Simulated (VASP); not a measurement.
# C: band structure with PBE

C:

```
C
1.0
     0.00000    1.78337    1.78337
     1.78337    0.00000    1.78337
     1.78337    1.78337    0.00000
C
2
Direct
  0.75000 0.75000 0.75000
  0.50000 0.50000 0.50000
```

This isn't the form of C at room conditions, which is graphite.

```yaml
Program: VASP 6.6.1
Task: band structure
Functional: PBE
Potentials_or_basis: VASP PAW PBE potentials, release 64 (C)
Cutoff: 520 eV
k_mesh: 13 × 13 × 13
Occupations: fermi-dirac, width 0.05 eV
Spin: no spin polarisation
Further_INCAR_settings: ALGO = Normal; EDIFF = 1e-06
```

```yaml
Pressure: 2.5 GPa
Band_gap_on_the_k_mesh: 4.14 eV, indirect (least direct gap 5.59 eV)
Band_gap_along_the_path: 4.13 eV, indirect (least direct gap 5.59 eV)
```

Levels at the corners of the path, in eV from the valence-band top:
| point | band 1 | band 2 | band 3 | band 4 | band 5 | band 6 | band 7 | band 8 |
| --- | --- | --- | --- | --- | --- | --- | --- | --- |
| Γ | -21.48 | 0.00 | 0.00 | 0.00 | 5.59 | 5.59 | 5.59 | 13.33 |
| X | -12.76 | -12.76 | -6.30 | -6.30 | 4.76 | 4.76 | 16.81 | 16.81 |
| X | -12.76 | -12.76 | -6.30 | -6.30 | 4.76 | 4.76 | 16.81 | 16.81 |
| W | -11.97 | -11.97 | -8.32 | -8.32 | 10.62 | 10.62 | 12.32 | 12.32 |
| W | -11.97 | -11.97 | -8.32 | -8.32 | 10.62 | 10.62 | 12.32 | 12.32 |
| K | -12.98 | -11.73 | -9.32 | -5.36 | 5.68 | 10.75 | 14.37 | 15.63 |
| K | -12.98 | -11.73 | -9.32 | -5.36 | 5.68 | 10.75 | 14.37 | 15.63 |
| Γ | -21.48 | 0.00 | 0.00 | 0.00 | 5.59 | 5.59 | 5.59 | 13.33 |
| Γ | -21.48 | 0.00 | 0.00 | 0.00 | 5.59 | 5.59 | 5.59 | 13.33 |
| L | -15.70 | -13.37 | -2.80 | -2.80 | 8.46 | 8.46 | 8.85 | 15.70 |
| L | -15.70 | -13.37 | -2.80 | -2.80 | 8.46 | 8.46 | 8.85 | 15.70 |
| U | -12.98 | -11.73 | -9.32 | -5.36 | 5.68 | 10.75 | 14.37 | 15.63 |
| U | -12.98 | -11.73 | -9.32 | -5.36 | 5.68 | 10.75 | 14.37 | 15.63 |
| W | -11.97 | -11.97 | -8.32 | -8.32 | 10.62 | 10.62 | 12.32 | 12.32 |
| W | -11.97 | -11.97 | -8.32 | -8.32 | 10.62 | 10.62 | 12.32 | 12.32 |
| L | -15.70 | -13.37 | -2.80 | -2.80 | 8.46 | 8.46 | 8.85 | 15.70 |
| L | -15.70 | -13.37 | -2.80 | -2.80 | 8.46 | 8.46 | 8.85 | 15.70 |
| K | -12.98 | -11.73 | -9.32 | -5.36 | 5.68 | 10.75 | 14.37 | 15.63 |
| U | -12.98 | -11.73 | -9.32 | -5.36 | 5.68 | 10.75 | 14.37 | 15.63 |
| X | -12.76 | -12.76 | -6.30 | -6.30 | 4.76 | 4.76 | 16.81 | 16.81 |

It took 8.2 s on 1 thread of Intel(R) Xeon(R) Platinum 8375C CPU @ 2.90GHz (Ice Lake), with other jobs on the host, peak memory 0.12 GiB.

As with any semilocal functional, this PBE gap is likely too small.
